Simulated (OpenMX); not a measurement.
## ZrSe2 under changes of volume

One of the cells (25.784 Å³/atom); the others are scaled copies at fixed shape and fractional positions:

```xyz
3
Lattice="3.7980 0.0000 0.0000 -1.8990 3.2892 0.0000 0.0000 0.0000 6.1920" Properties=species:S:1:pos:R:3 pbc="T T T"
Zr    0.0000    0.0000    0.0000
Se    1.8990    1.0964    4.6440
Se    0.0000    2.1928    1.5480
```

```yaml
Program: OpenMX 3.8.5
Functional: LDA
Potentials_or_basis: OpenMX 2013 LDA set, Zr7.0-s3p2d2, Se7.0-s3p2d2, fixed grid of 40 × 40 × 75 points
k_mesh: 9 × 9 × 5
Occupations: fermi-dirac, width 0.05 eV
Spin: no spin polarisation
```

```tsv
volume (Å³/atom)	energy over the lowest point (meV/atom)	gap on the mesh (eV)	largest force (eV/Å)
24.237	8.64	0.11	0.995
24.753	?	?	?
25.268	0.00	0.18	0.475
25.784	3.96	0.21	0.243
26.300	12.73	0.24	0.028
26.815	25.87	0.26	0.175
27.331	42.94	0.29	0.363
```

**Question.** What does the run at 24.753 Å³/atom give?

**Answer.** Energy over the lowest point 1.38 meV/atom; gap on the mesh 0.15 eV; largest force 0.727 eV/Å.

Worked out: A Birch-Murnaghan fit of order 3 (a polynomial in V^(-2/3)) to the other rows has its minimum at 25.14 Å³/atom with B0 = V·E''(V) = 83 GPa and B' = 3.9 at fixed shape and positions, which overstates the stiffness. It gives 1.37 meV/atom at 24.753 Å³/atom, against the run's 1.38. A straight line through the other rows of the gap, of slope 1.48 eV per unit of ln V, gives 0.15 eV, against the run's 0.15.

Energies are extrapolated to zero smearing.

Caveats: an odd mesh through Γ misses points on the zone boundary, where band edges often lie; the basis of atomic orbitals isn't converged, which shifts pressures, moduli and gaps. Spin-orbit coupling on Se, Zr is left out.
